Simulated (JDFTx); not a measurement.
# GaSb (F-43m) in JDFTx: a series of runs

One crystal, GaSb, is run at these levels: LDA, PBEsol, r2SCAN; tasks: single point.

All numbers are computed with JDFTx 1.7.0 (patched build); they aren't measurements. Logs are shortened: lines on timing, memory, paths and dates and some standing lists are left out, and cuts for length are marked. The log counts tension as positive stress, the text compression.

**Experimental background.**

From a printed reference work, data compilation, for a bulk crystal of GaSb at 4.2 K: band gap 0.811 eV (direct).

The results are compared with them further down.

## 1. Starting point

Symmetry: F-43m, No. 216, cubic system. Conventional cell: a = 6.118 Å, b = 6.118 Å, c = 6.118 Å, α = 90.00°, β = 90.00°, γ = 90.00°. Sb (site symmetry -43m) is surrounded by 4 Ga at 2.65 Å. Ga (site symmetry -43m) is surrounded by 4 Sb at 2.65 Å.

## 2. Single point, LDA

GaSb.in reads:

```
lattice Face-Centered Cubic 11.5613444305
coords-type Lattice
ion Sb     0.7500000000     0.7500000000     0.7500000000 1
ion Ga     0.0000000000     0.0000000000     0.0000000000 1

ion-species pseudo/Sb.upf
ion-species pseudo/Ga.upf
elec-cutoff 42 336
elec-ex-corr lda-PW
kpoint-folding 8 8 8
elec-smearing Fermi 0.0018374661
elec-n-bands 21
electronic-SCF nIterations 100 energyDiffThreshold 1e-09
electronic-minimize nIterations 30 energyDiffThreshold 1e-7
converge-empty-states yes
forces-output-coords Cartesian

dump-name run.$VAR
dump End Ecomponents EigStats BandEigs Kpoints Forces Stress ElecDensity
```

Potentials or basis: PseudoDojo-SR-LDA-0.4.1-standard with smoothed tails.

Launch:

```sh
$ jdftx -c 1 -i GaSb.in -o GaSb.out
```

The log of the run:

```text
*************** JDFTx 1.7.0 (patched build) ***************

Input parsed successfully to the following command list (including defaults):
[... the input with its defaults ...]

---------- Setting up symmetries ----------

Found 48 point-group symmetries of the bravais lattice
Found 24 space-group symmetries with basis
Applied RMS atom displacement 0 bohrs to make symmetries exact.

---------- Initializing the Grid ----------
R =
[            0      5.78067      5.78067  ]
[      5.78067            0      5.78067  ]
[      5.78067      5.78067            0  ]
unit cell volume = 386.336
G =
[  -0.543465   0.543465   0.543465  ]
[   0.543465  -0.543465   0.543465  ]
[   0.543465   0.543465  -0.543465  ]
Minimum fftbox size, Smin = [  68  68  68  ]
Chosen fftbox size, S = [  70  70  70  ]

---------- Initializing tighter grid for wavefunction operations ----------
R =
[            0      5.78067      5.78067  ]
[      5.78067            0      5.78067  ]
[      5.78067      5.78067            0  ]
unit cell volume = 386.336
G =
[  -0.543465   0.543465   0.543465  ]
[   0.543465  -0.543465   0.543465  ]
[   0.543465   0.543465  -0.543465  ]
Minimum fftbox size, Smin = [  48  48  48  ]
Chosen fftbox size, S = [  48  48  48  ]

---------- Exchange Correlation functional ----------
Initalized Slater LDA exchange.
Initalized Perdew-Wang LDA correlation.

---------- Setting up pseudopotentials ----------
Width of ionic core gaussian charges (only for fluid interactions / plotting) set to 0

Reading pseudopotential file 'pseudo/Sb.upf':
  'Sb' pseudopotential, 'SLA  PW   NOGX NOGC' functional
  Generated using ONCVPSP code by D. R. Hamann
  15 valence electrons, 3 orbitals, 6 projectors, 1001 radial grid points, with lMax = 2
    4D    l: 2   occupation: 10.0   eigenvalue: -1.233245
    5S    l: 0   occupation:  2.0   eigenvalue: -0.480876
    5P    l: 1   occupation:  3.0   eigenvalue: -0.183477
  Core radius for overlap checks: 2.05 bohrs.

Reading pseudopotential file 'pseudo/Ga.upf':
  'Ga' pseudopotential, 'SLA  PW   NOGX NOGC' functional
  Generated using ONCVPSP code by D. R. Hamann
  13 valence electrons, 3 orbitals, 6 projectors, 1001 radial grid points, with lMax = 2
    3D    l: 2   occupation: 10.0   eigenvalue: -0.713198
    4S    l: 0   occupation:  2.0   eigenvalue: -0.337001
    4P    l: 1   occupation:  1.0   eigenvalue: -0.100440
  Core radius for overlap checks: 1.84 bohrs.

Initialized 2 species with 2 total atoms.

Folded 1 k-points by 8x8x8 to 512 k-points.

---------- Setting up k-points, bands, fillings ----------
Adding inversion symmetry to k-mesh for non-inversion-symmetric unit cell.
Reduced to 29 k-points under symmetry.
Computing the number of bands and number of electrons
Calculating initial fillings.
nElectrons:  28.000000   nBands: 21   nStates: 29

----- Setting up reduced wavefunction bases (one per k-point) -----
average nbasis = 5022.795 , ideal nbasis = 5022.651

---------- Setting up ewald sum ----------
Optimum gaussian width for ewald sums = 2.625481 bohr.
Real space sum over 1331 unit cells with max indices [  5  5  5  ]
Reciprocal space sum over 2197 terms with max indices [  6  6  6  ]

---------- Allocating electronic variables ----------
Initializing wave functions:  linear combination of atomic orbitals
Note: number of bands (21) exceeds available atomic orbitals (18)
Sb pseudo-atom occupations:   s ( 2 )  p ( 3 )  d ( 10 )
Ga pseudo-atom occupations:   s ( 2 )  p ( 1 )  d ( 10 )
	FillingsUpdate:  mu: +0.296912639  nElectrons: 28.000000
LCAOMinimize: Iter:   0  F: -147.7451012984605541  |grad|_K:  4.462e-04  alpha:  1.000e+00
	FillingsUpdate:  mu: +0.294968613  nElectrons: 28.000000
LCAOMinimize: Iter:   1  F: -147.7457378962374435  |grad|_K:  3.401e-05  alpha:  5.004e-01  linmin:  7.365e-04  cgtest:  1.174e-02
	FillingsUpdate:  mu: +0.295143647  nElectrons: 28.000000
LCAOMinimize: Iter:   2  F: -147.7457444588951603  |grad|_K:  1.984e-06  alpha:  8.844e-01  linmin: -1.063e-02  cgtest:  1.025e-01
LCAOMinimize: Encountered beta<0, resetting CG.
	FillingsUpdate:  mu: +0.295130888  nElectrons: 28.000000
LCAOMinimize: Iter:   3  F: -147.7457444795792014  |grad|_K:  5.999e-07  alpha:  8.221e-01  linmin:  1.280e-05  cgtest: -1.319e-04
	FillingsUpdate:  mu: +0.295132693  nElectrons: 28.000000
LCAOMinimize: Iter:   4  F: -147.7457444809081437  |grad|_K:  3.821e-08  alpha:  5.774e-01  linmin: -7.399e-05  cgtest:  1.222e-03
LCAOMinimize: Converged (|Delta F|<1.000000e-06 for 2 iters).

-------- Electronic minimization -----------
Will mix electronic density at each iteration.
	FillingsUpdate:  mu: +0.295132693  nElectrons: 28.000000
	FillingsUpdate:  mu: +0.287512905  nElectrons: 28.000000
SCF: Cycle:  0   F: -147.779989569396662   dF: -3.425e-02   |Residual|: 4.359e-02   |deigs|: 1.250e-01
	FillingsUpdate:  mu: +0.290309340  nElectrons: 28.000000
SCF: Cycle:  1   F: -147.780796246345034   dF: -8.067e-04   |Residual|: 2.353e-02   |deigs|: 5.004e-03
	FillingsUpdate:  mu: +0.294406873  nElectrons: 28.000000
SCF: Cycle:  2   F: -147.781033696864682   dF: -2.375e-04   |Residual|: 4.100e-03   |deigs|: 3.451e-03
	FillingsUpdate:  mu: +0.294981846  nElectrons: 28.000000
SCF: Cycle:  3   F: -147.781042611590152   dF: -8.915e-06   |Residual|: 1.313e-03   |deigs|: 1.235e-03
	FillingsUpdate:  mu: +0.295281481  nElectrons: 28.000000
SCF: Cycle:  4   F: -147.781044111183661   dF: -1.500e-06   |Residual|: 6.010e-04   |deigs|: 3.463e-04
	FillingsUpdate:  mu: +0.295304591  nElectrons: 28.000000
SCF: Cycle:  5   F: -147.781044452885823   dF: -3.417e-07   |Residual|: 1.516e-04   |deigs|: 1.358e-04
	FillingsUpdate:  mu: +0.295339113  nElectrons: 28.000000
SCF: Cycle:  6   F: -147.781044710187132   dF: -2.573e-07   |Residual|: 3.716e-05   |deigs|: 3.386e-04
	FillingsUpdate:  mu: +0.295339650  nElectrons: 28.000000
SCF: Cycle:  7   F: -147.781044802722874   dF: -9.254e-08   |Residual|: 1.435e-05   |deigs|: 9.269e-05
	FillingsUpdate:  mu: +0.295338419  nElectrons: 28.000000
SCF: Cycle:  8   F: -147.781044846982667   dF: -4.426e-08   |Residual|: 9.000e-06   |deigs|: 6.633e-05
	FillingsUpdate:  mu: +0.295337768  nElectrons: 28.000000
SCF: Cycle:  9   F: -147.781044864476769   dF: -1.749e-08   |Residual|: 5.038e-06   |deigs|: 4.089e-05
	FillingsUpdate:  mu: +0.295338755  nElectrons: 28.000000
SCF: Cycle: 10   F: -147.781044870914343   dF: -6.438e-09   |Residual|: 1.430e-06   |deigs|: 2.880e-05
	FillingsUpdate:  mu: +0.295338758  nElectrons: 28.000000
SCF: Cycle: 11   F: -147.781044874313153   dF: -3.399e-09   |Residual|: 1.429e-06   |deigs|: 3.837e-05
	FillingsUpdate:  mu: +0.295338790  nElectrons: 28.000000
SCF: Cycle: 12   F: -147.781044875506268   dF: -1.193e-09   |Residual|: 5.468e-07   |deigs|: 1.816e-05
	FillingsUpdate:  mu: +0.295338734  nElectrons: 28.000000
SCF: Cycle: 13   F: -147.781044876090789   dF: -5.845e-10   |Residual|: 8.460e-07   |deigs|: 1.896e-05
	FillingsUpdate:  mu: +0.295338746  nElectrons: 28.000000
SCF: Cycle: 14   F: -147.781044876272830   dF: -1.820e-10   |Residual|: 6.117e-07   |deigs|: 1.101e-05
SCF: Converged (|Delta E|<1.000000e-09 for 2 iters).

Setting wave functions to eigenvectors of Hamiltonian
Converging empty states (this may take a while):
EmptyStates: None of the convergence criteria satisfied.
|deigs|: 1.606e-04

# Stress tensor in Cartesian coordinates [Eh/a0^3]:
[  6.02235e-05            0            0  ]
[            0  6.02235e-05            0  ]
[            0            0  6.02235e-05  ]

# Ionic positions in lattice coordinates:
ion Sb   0.750000000000000   0.750000000000000   0.750000000000000 1
ion Ga   0.000000000000000   0.000000000000000   0.000000000000000 1

# Forces in Cartesian coordinates:
force Sb   0.000000000000000   0.000000000000000   0.000000000000000 1
force Ga   0.000000000000000   0.000000000000000   0.000000000000000 1

# Energy components:
   Eewald =      -91.6498378822244035
       EH =       50.4405374770613193
     Eloc =     -141.1305364482505809
      Enl =      -57.3245035904023936
      Exc =      -42.9592887675905004
 Exc_core =       19.3312789837644203
       KE =      115.5113241347579986
-------------------------------------
     Etot =     -147.7810260928841330
       TS =        0.0000187833886872
-------------------------------------
        F =     -147.7810448762728299

IonicMinimize: Iter:   0  F: -147.781044876272830  |grad|_K:  2.595e-36
IonicMinimize: Converged (|grad|_K<1.000000e-04).

#--- Lowdin population analysis ---
# oxidation-state Sb +0.301
# oxidation-state Ga -0.264

Dumping 'run.eigStats' ...
	eMin: -0.761322 at state 20 ( [ +0.000000 +0.500000 +0.500000 ] spin 0 )
	HOMO: +0.293945 at state 0 ( [ +0.000000 +0.000000 +0.000000 ] spin 0 )
	mu  : +0.295339
	LUMO: +0.304431 at state 4 ( [ +0.000000 +0.000000 +0.500000 ] spin 0 )
	eMax: +0.738464 at state 19 ( [ +0.000000 +0.375000 -0.375000 ] spin 0 )
	HOMO-LUMO gap: +0.010486
	Optical gap  : +0.043040 at state 1 ( [ +0.000000 +0.000000 +0.125000 ] spin 0 )
WARNING: the last solve of the electrons (or of bands or displaced states from it) ended unconverged.
Done!
[note: the HOMO, LUMO and gaps printed at the end count levels as full or empty at half filling, so they show a gap where a level is partly filled]
```

Wall time 2.4 min (1 thread of Intel Xeon Platinum 8375C at 2.90GHz (Ice Lake), shared host); peak memory 0.2 GiB.

Results:

```yaml
Free_energy: -4021.3271 eV
Pressure: -1.8 GPa
Band_gap_on_the_k_mesh: none (metal or under the smearing width)
Loewdin_charges: Sb +0.30; Ga -0.26 e
```

Levels at points of the mesh, in eV from the Fermi level:
```csv
k point,band 12,band 13,band 14,band 15,band 16,band 17
"(0.00, 0.00, 0.00)",-0.21,-0.04,-0.04,-0.04,2.75,2.75
"(0.00, 0.00, 0.50)",-6.44,-1.18,-1.18,0.25,3.72,3.72
"(0.00, 0.50, 0.50)",-6.88,-2.60,-2.60,0.81,1.14,8.61
```

Caveat: the empty levels aren't tightly converged; this crystal is a semiconductor, whose small gap the functional closes, so the metal is an error of the method. Spin-orbit coupling is left out, which matters for the levels of Sb.

[end of part 1 of 2]
